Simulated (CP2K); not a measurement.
Runs of CP2K 2026.2 on PtS2. Symmetry: P-3m1, No. 164, trigonal system. The conventional cell has a = 3.543 Å, b = 3.543 Å, c = 5.039 Å, α = 90.00°, β = 90.00°, γ = 120.00°. Pt (site symmetry -3m) is surrounded by 6 S at 2.34 Å. S (site symmetry 3m) is surrounded by 3 Pt at 2.34 Å. 

| level | potentials or basis | U | k mesh | PLUS_U_METHOD | CUTOFF of the grids | gap on the mesh (eV) | pressure (GPa) | largest force (eV/Å) |
| --- | --- | --- | --- | --- | --- | --- | --- | --- |
| LDA+U | GTH_POTENTIALS Pt GTH-PADE-q18, S GTH-PADE-q6; DZVP-MOLOPT-SR-GTH basis | Pt d U = 2.0 eV | 7 × 7 × 4 | MULLIKEN | 450 Ry | 0.21 | - | 0.64 |
| HLE16 | POTENTIAL_UZH Pt GTH-PBE-q18, S GTH-PBE-q6; TZVP-MOLOPT-PBE-GTH basis | - | 9 × 9 × 5 | - | 675 Ry | 1.15 | (c) | 1.42 |
| LDA | POTENTIAL_UZH Pt GTH-PBE-q18, S GTH-PBE-q6; TZVP-MOLOPT-PBE-GTH basis | - | 9 × 9 × 5 | - | 675 Ry | 0.92 | 6.1 | 1.14 |
| PBEsol | POTENTIAL_UZH Pt GTH-PBE-q18, S GTH-PBE-q6; TZVP-MOLOPT-PBE-GTH basis | - | 9 × 9 × 5 | - | 675 Ry | (b) | 7.9 | (a) |
| LDA | GTH_POTENTIALS Pt GTH-PADE-q18, S GTH-PADE-q6; DZVP-MOLOPT-SR-GTH basis | - | 7 × 7 × 4 | - | 450 Ry | (d) | 0.7 | 0.85 |

Alike in all rows: task single point; no spin polarisation; cell as given; smearing fermi-dirac 0.05 eV.

Question: Estimate the missing entries.

Answer: (a) 1.19; (b) 0.96; (c) -11.5; (d) 0.72.

Caveats: spin-orbit coupling is left out, which moves the levels of the heavy elements; an odd mesh through Γ misses points on the zone boundary, where band edges often lie; the basis of atomic orbitals isn't converged, which shifts pressures, moduli and gaps; the potentials were made for another functional, which shifts forces and pressure (some runs); this program's U acts on Mulliken populations of all basis functions of the shell, so it isn't the U of plane-wave codes (some runs); energies scatter by some meV and the pressure isn't listed (some runs); the potentials were made for a functional far from this one (some runs).

A k mesh can miss the band edges, and the runs leave out spin-orbit coupling on Pt.

Runs at the PBE level aren't shown here.
